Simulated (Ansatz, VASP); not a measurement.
## Two plane-wave programs on Ag

```
Ag
1.0
     2.73676    0.00000    0.00000
    -1.36838    2.37010    0.00000
     0.00000    0.00000    4.46909
Ag
2
Direct
  0.33333 0.66667 0.25000
  0.66667 0.33333 0.75000
```

Alike in both runs: task relaxation of cell and atoms; functional PBE; k mesh 12 × 12 × 4; occupations gaussian, width 0.1 eV; no spin polarisation.

```csv
,VASP,Ansatz
version,VASP 6.6.1,Ansatz 0.2.0
potentials or method,"VASP PAW PBE potentials, release 64 (Ag)","scalar-relativistic, plane waves, PAW"
plane-wave cutoff (eV),600,420
valence electrons in the cell,22,38
```

```tsv
	VASP	Ansatz	Ansatz less VASP
gap on the k mesh at the Fermi level, each at its own relaxed structure (eV)	none	none	-
relaxed volume (Å³/atom)	17.92	17.96	+0.043
relaxed cell length with the largest relative difference (Å)	2.937	2.942	+0.0049
energy change over the relaxation (meV/atom)	-290	-296	-6.2
```

A gap of «none» marks a metal or a gap that the smearing closes. The two sets of potentials don't hold the same shells in valence.

Caveats: the volume moved by over 15 % at a fixed basis, so the end points are rough (VASP).
